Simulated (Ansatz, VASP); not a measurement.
# Si5W2: VASP beside Ansatz

```
Si W
1.0
     3.22929    0.00000    0.00000
     0.00000    3.22929    0.00000
     0.00000    0.00000   21.93730
Si W
5 2
Cartesian
  0.0000 0.0000 4.0000
  0.0000 0.0000 6.6029
  1.6146 1.6146 7.8757
  1.6146 1.6146 10.4373
  2.0183 3.2293 12.1412
  1.6146 1.6146 5.3015
  0.0000 0.0000 9.1662
```

Alike in both runs: functional PBE; k mesh 8 × 8 × 1; occupations gaussian, width 0.1 eV; no spin polarisation.

Ansatz relaxed the structure, and its values are those at the end. VASP's run is a single point on that final structure, the one shown.

|  | VASP | Ansatz |
| --- | --- | --- |
| version | VASP 6.6.1 | Ansatz 0.2.0 |
| potentials or method | VASP PAW PBE potentials, release 64 (Si, W_sv) | scalar-relativistic, plane waves, PAW |
| plane-wave cutoff (eV) | 520 | 420 |
| valence electrons in the cell | 48 | 48 |

```tsv
	VASP	Ansatz	Ansatz less VASP
gap on the k mesh at the Fermi level (eV)	none	none	-
rms of the force components (eV/Å)	0.210	0.211	+0.0017
work function, face that differs most (eV)	4.59	4.59	-0.005
```

A gap of «none» marks a metal or a gap that the smearing closes. With one functional, cell and mesh, what is left measures potentials, basis and numerics.

Spin-orbit coupling is left out, which matters for the levels of W.
